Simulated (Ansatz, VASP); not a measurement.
Given: the input of a run of VASP 6.6.1 on InP.

The input INCAR:

```
SYSTEM = InP
PREC     = Accurate       ! precision mode
ENCUT    = 520            ! plane-wave cutoff, eV
EDIFF    = 1E-6           ! SCF threshold, eV
ISMEAR   = 0              ! smearing method
SIGMA    = 0.017          ! smearing width, eV
LREAL    = .False.        ! projectors in reciprocal space
LASPH    = .True.         ! aspherical terms in the spheres
NELM     = 60             ! most SCF steps
ALGO     = Fast           ! electronic algorithm
ISIF     = 2              ! what is computed and relaxed
LWAVE    = .False.        ! write WAVECAR
LCHARG   = .True.         ! write CHGCAR
GGA      = PE             ! functional
LELF     = .True.         ! ELF
LVHAR    = .True.
```

Contents of KPOINTS:

```
regular mesh
0
Gamma
  8 8 8
  0 0 0
```

The input POSCAR:

```
InP
1.0
    0.0000000000      2.9305000000      2.9305000000
    2.9305000000      0.0000000000      2.9305000000
    2.9305000000      2.9305000000      0.0000000000
In P
1 1
Direct
    0.0000000000      0.0000000000      0.0000000000
    0.7500000000      0.7500000000      0.7500000000
```

Potentials or basis: VASP PAW PBE potentials, release 64 (In_d, P).

The run is started by

```sh
$ cat potpaw_PBE.64/In_d/POTCAR potpaw_PBE.64/P/POTCAR > POTCAR
$ mpirun -np 1 vasp_std > vasp.out
```

Question: Translate it to Ansatz 0.2.0. Potentials there: Ansatz PAW.

Answer: As run (the cutoff follows the program's own potentials):

File input.yaml:

```yaml
crystal:
  lattice:
    - [0.0, 2.9305, 2.9305]
    - [2.9305, 0.0, 2.9305]
    - [2.9305, 2.9305, 0.0]
  atoms:
    - { symbol: In, position: [0.0, 0.0, 0.0] }
    - { symbol: P, position: [0.75, 0.75, 0.75] }
hamiltonian:
  xc: pbe
  pseudopotentials: { kind: paw }
kpoints:
  mp_grid: { grid: [8, 8, 8] }
scf:
  occupations: { method: gaussian, width: 0.017 }
output:
  forces: true
  stress: true
  eigenvalues: true
```

Potentials or basis: Ansatz PAW.

Run with:

```sh
$ ansatz run input.yaml --threads 2 --pin off --max-ram 5632MiB --backend cpu --events-out ev --progress --plain --runs-dir out
```

Both were run:

|  | VASP | Ansatz | Ansatz less VASP |
| --- | --- | --- | --- |
| gap on the k mesh at the Fermi level (eV) | 0.71 | 0.72 | +0.003 |
| least direct gap on the mesh (eV) | 0.71 | 0.72 | +0.003 |
| pressure (GPa) | 3.3 | 3.3 | +0.06 |

Caveats: spin-orbit coupling is left out, which moves the levels of the heavy elements. As with any semilocal functional, this PBE gap is likely too small.
